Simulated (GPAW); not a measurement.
Y in GPAW: convergence with bands over the usual count

Input of the first run (bands over the usual count 0.72); the others differ in this setting and in those tied to it:

Contents of run.py:

```python
from ase.dft.bandgap import bandgap
from ase.io import read, write
from ase.units import GPa
from gpaw import GPAW, PW

atoms = read('POSCAR')

calc = GPAW(mode=PW(600),
            xc='PBE',
            kpts={'size': (9, 9, 9), 'gamma': True},
            occupations={'name': 'fermi-dirac', 'width': 0.05},
            nbands=10,
            convergence={'density': 1e-05, 'energy': 1e-05},
            maxiter=100,
            txt='gpaw.txt')
atoms.calc = calc
energy = atoms.get_potential_energy()
forces = atoms.get_forces()
stress = atoms.get_stress()
calc.write('gs.gpw')
write('result.traj', atoms)
print(f'Energy: {energy:.6f} eV')
print('Forces (eV/A):')
print(forces.round(4))
print('Stress (GPa):', (stress / GPa).round(3))
print('Fermi level:', round(calc.get_fermi_level(), 4), 'eV')
print(f'Gap: {bandgap(calc)[0]:.4f} eV, direct: {bandgap(calc, direct=True)[0]:.4f} eV')
```

POSCAR

```
Y
1.0
    0.0000000000      2.5519910612      2.5519910612
    2.5519910612      0.0000000000      2.5519910612
    2.5519910612      2.5519910612      0.0000000000
Y
1
Direct
    0.0000000000      0.0000000000      0.0000000000
```

Potentials or basis: GPAW PAW data sets (gpaw-data 1.2.1), pw.

Launch:

```sh
$ OMP_NUM_THREADS=1 python run.py
```

This isn't the form of Y at room conditions, which is hcp.

Hardware: 1 thread of Arm Neoverse V2 (shared host).

| bands over the usual count | energy less the tightest run, at zero smearing (meV/atom) | SCF cycles | CPU time (s) | peak memory (GiB) |
| --- | --- | --- | --- | --- |
| 0.72 | 0.00 | 8 | 7.2 | 0.14 |
| 0.8 | 0.00 | 8 | 7.9 | 0.14 |
| 0.9 | 0.00 | 8 | 8.9 | 0.14 |
| 1 | 0.00 | 8 | 9.4 | 0.14 |
| 1.3 | 0.00 | 8 | 12 | 0.15 |
| 1.7 | 0.00 | 8 | 15 | 0.15 |
| 2.5 | 0.00 | 8 | 22 | 0.16 |

Against the tightest run, the energy stays within 1 meV/atom from 0.72 on. The tightest run that finished is the yardstick and may itself not be fully converged.
